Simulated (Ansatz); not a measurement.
Li:

```
Li
1.0
     0.00000    2.20200    2.20200
     2.20200    0.00000    2.20200
     2.20200    2.20200    0.00000
Li
1
Direct
  0.00000 0.00000 0.00000
```

This isn't the form of Li at room conditions, which is bcc.

Base run:

* Program: Ansatz 0.2.0
* Functional: LDA
* Potentials or basis: all-electron LAPW, scalar-relativistic
* Cutoff: 63 eV (chosen from the basis error)
* Basis error allowed: 0.001 eV/atom
* k mesh: 10 × 10 × 10
* Occupations: fermi-dirac, width 0.05 eV
* Spin: no spin polarisation

Its results: pressure -1.4 GPa.

Question: The run is repeated on the same cell with these changes: functional from LDA to PBEsol. What comes out?

Answer: Pressure -0.7 GPa.

PBEsol binds less tightly than LDA, so the same cell stands under more pressure.
